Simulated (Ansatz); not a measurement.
All numbers below come from DFT PBE, scalar-relativistic, plane waves, PAW (Ansatz). All cells share a 420 eV cutoff and Γ-centred k meshes spaced at most about 0.3 Å⁻¹ (2π included). No spin polarisation in the final relaxations.

Temperature and zero-point effects are left out. All come from trial cells, and lower structures may exist.

Problem. These unrelaxed guesses for MgS are each relaxed within their symmetry. Order them by the energy at which they end, lowest first.
A.

```xyz
8
Lattice="6.5783 0.0000 0.0000 0.0000 6.5783 0.0000 0.0000 0.0000 3.5912" Properties=species:S:1:pos:R:3 pbc="T T T"
Mg    4.4025    4.4025    1.7956
Mg    1.1133    5.4650    0.8978
Mg    2.1758    2.1758    0.0000
Mg    5.4650    1.1133    2.6934
S     5.4650    5.4650    0.0000
S     2.1758    4.4025    2.6934
S     1.1133    1.1133    1.7956
S     4.4025    2.1758    0.8978
```

B.

```xyz
12
Lattice="6.7065 0.0000 0.0000 0.0000 6.7065 0.0000 0.0000 0.0000 6.7065" Properties=species:S:1:pos:R:3 pbc="T T T"
Mg    3.3532    0.0000    5.0299
Mg    5.0299    3.3532    0.0000
Mg    0.0000    5.0299    3.3532
Mg    3.3532    0.0000    1.6766
Mg    1.6766    3.3532    0.0000
Mg    0.0000    1.6766    3.3532
S     0.0000    3.3532    5.0299
S     5.0299    0.0000    3.3532
S     3.3532    5.0299    0.0000
S     0.0000    3.3532    1.6766
S     1.6766    0.0000    3.3532
S     3.3532    1.6766    0.0000
```

Solution. B (ends in Pm-3n, 0 meV/atom), A (ends in P4_12_12, 51 meV/atom).

Cells relaxed within their symmetry can be saddle points. The part of the Crystallography Open Database at hand lists MgS in space group No. 225, which no cell shown has. Some candidate types were left out of the draw beforehand, so a known form may be missing.
